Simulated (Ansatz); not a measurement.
# Ga in Ansatz: the effect of functional

The system is Ga.

```xyz
2
Lattice="1.4596 -4.0919 0.0000 1.4596 4.0919 0.0000 0.0000 0.0000 3.1910" Properties=species:S:1:pos:R:3 pbc="T T T"
Ga    1.4596    3.0035    2.3932
Ga    1.4596   -3.0035    0.7977
```

This isn't the form of Ga at room conditions, which is orthorhombic.

The cell isn't the ideal one: volume scaled by 1.02.

Alike in all runs:

- Program: Ansatz 0.2.0
- Task: single point
- Potentials or basis: Ansatz PAW
- k mesh: 10 × 10 × 8
- Occupations: fermi-dirac, width 0.05 eV
- Spin: no spin polarisation

```tsv
functional	cutoff	pressure (GPa)	largest force (eV/Å)
LDA	420 eV (not typed: the program's choice for these potentials)	-4.9	0.19
PBEsol	420 eV (not typed: the program's choice for these potentials)	-3.1	0.20
r2SCAN	500 eV (not typed: the program's choice for these potentials)	?	?
```

**Question.** What does the run with functional r2SCAN give?

**Answer.** Pressure -2.7 GPa; largest force 0.24 eV/Å.

Caveats: the PAW data sets come from PBE, with cores solved anew for the run's functional, which leaves a small shift of forces and pressure.

Runs at the PBE level aren't shown here.
